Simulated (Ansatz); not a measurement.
# MnS (database structure): how the settings move a relaxation

Aim: see which settings change the result for MnS (database structure), by how much, and at what cost.

Program: Ansatz 0.2.0. Level of theory: reference: DFT r2SCAN, plane waves, PAW, scalar-relativistic, no spin polarisation. These are calculated values, not measurements.

## Step 1: The starting structure

It takes space group P6_3mc (No. 186, hexagonal). Conventional cell: a = 3.987 Å, b = 3.987 Å, c = 6.431 Å, α = 90.00°, β = 90.00°, γ = 120.00°. Mn (site symmetry 3m) is surrounded by 4 S at 2.41 to 2.44 Å. Around S (site symmetry 3m) lie 4 Mn at 2.41 to 2.44 Å.

Structure file:

```cif
data_structure
_symmetry_space_group_name_H-M 'P 1'
_symmetry_Int_Tables_number 1
_cell_length_a 3.9866
_cell_length_b 3.9866
_cell_length_c 6.4308
_cell_angle_alpha 90.000
_cell_angle_beta 90.000
_cell_angle_gamma 120.000
_cell_volume 88.51
loop_
_atom_site_label
_atom_site_type_symbol
_atom_site_fract_x
_atom_site_fract_y
_atom_site_fract_z
_atom_site_occupancy
Mn1 Mn 0.33330 0.66670 0.00000 1
Mn2 Mn 0.66660 0.33330 0.50000 1
S1 S 0.33330 0.66670 0.37500 1
S2 S 0.66660 0.33330 0.87500 1
```

## Step 2: Baseline

File input.yaml:

```yaml
crystal:
  lattice:
    - [3.986593, 0.0, 0.0]
    - [-1.993296, 3.452493, 0.0]
    - [0.0, 0.0, 6.430825]
  atoms:
    - { symbol: Mn, position: [0.3333, 0.6667, 0.0] }
    - { symbol: Mn, position: [0.6666, 0.3333, 0.5] }
    - { symbol: S, position: [0.3333, 0.6667, 0.375] }
    - { symbol: S, position: [0.6666, 0.3333, 0.875] }
  symmetry: { tolerance: 0.0003 }
kpoints:
  mp_grid: { grid: [5, 5, 3], shift: [0, 0, 0] }
magnetization:
  spin_polarized: false
scf:
  occupations: { method: fermi_dirac }
hamiltonian:
  pseudopotentials: { kind: paw }
  xc: r2scan
basis:
  ecutwfc: 500
output:
  forces: true
  stress: true
  eigenvalues: true
  write_density: true
  write_potential: true
  elf: true
  volumetric_format: npy
relax:
  max_steps: 40
  cell: {}
```

On the command line:

```sh
ansatz run input.yaml --threads 1 --pin off --max-ram 2560MiB --backend cpu --events-out ev --progress --plain --runs-dir out
```

## Step 3: Variant: pseudopotentials.source jth

input.yaml: that of step 2 with these lines changed.

```diff
@@ -18,3 +18,3 @@
 hamiltonian:
-  pseudopotentials: { kind: paw }
+  pseudopotentials: { kind: paw, source: jth }
   xc: r2scan
```

## Step 4: Changing settings: chi_scale 0.0, xc_grid 3, spin_polarized left out

input.yaml: that of step 2 with these lines changed.

```diff
@@ -13,6 +13,5 @@
   mp_grid: { grid: [5, 5, 3], shift: [0, 0, 0] }
-magnetization:
-  spin_polarized: false
 scf:
   occupations: { method: fermi_dirac }
+  initial_density: { chi_scale: 0.0 }
 hamiltonian:
@@ -22,2 +21,3 @@
   ecutwfc: 500
+  xc_grid: 3
 output:
```

## Step 5: Variant: scf.algorithm direct_min, xc rpbe, dispersion d4

input.yaml: that of step 2 with these lines changed.

```diff
@@ -17,5 +17,7 @@
   occupations: { method: fermi_dirac }
+  algorithm: direct_min
 hamiltonian:
   pseudopotentials: { kind: paw }
-  xc: r2scan
+  xc: rpbe
+  dispersion: d4
 basis:
@@ -26,6 +28,2 @@
   eigenvalues: true
-  write_density: true
-  write_potential: true
-  elf: true
-  volumetric_format: npy
 relax:
```

## Step 6: Changed: symmetry.detect false, preconditioner ldos, tolerance left out

input.yaml: that of step 2 with these lines changed.

```diff
@@ -10,3 +10,3 @@
     - { symbol: S, position: [0.6666, 0.3333, 0.875] }
-  symmetry: { tolerance: 0.0003 }
+  symmetry: { detect: false }
 kpoints:
@@ -17,2 +17,3 @@
   occupations: { method: fermi_dirac }
+  mixing: { preconditioner: ldos }
 hamiltonian:
@@ -26,6 +27,2 @@
   eigenvalues: true
-  write_density: true
-  write_potential: true
-  elf: true
-  volumetric_format: npy
 relax:
```

What does the calculation give? Wanted: for each run, ending; energy change; pressure; gap; force.

The runs gave:

```tsv
run	ending	energy change	pressure (GPa)	gap (eV)	force (eV/Å)	cycles	time
reference	converged	0	0.0	0.02	0.01	90	46 s
1: pseudopotentials.source jth	converged	not comparable	0.0	0.02	0.00	117	61 s
2: chi_scale 0.0, xc_grid 3, spin_polarized left out	converged	0.0 meV/atom	0.0	0.02	0.01	94	43 s
3: scf.algorithm direct_min, xc rpbe, dispersion d4	converged	not comparable	0.0	0.13	0.00	57	45 s
4: symmetry.detect false, preconditioner ldos, tolerance left out	converged	0.0 meV/atom	0.0	0.03	0.00	81	2.3 min
```

Times don't compare one to one where runs were asked for different outputs or read a saved state (see the inputs); cycles may leave out searches for a lower state.

What this shows: Of the converged runs whose energies compare with the reference's, none moves it noticeably. Run 1 ran under the cutoff that the potentials recommend, as the log warns, so basis error is mixed into its values, and swamps them where the cutoff is far short. The reference has no spin polarisation; with Mn present, a magnetic state may lie lower.

The reference has limits of its own: its mesh is coarse for a cell with so small a gap or none.
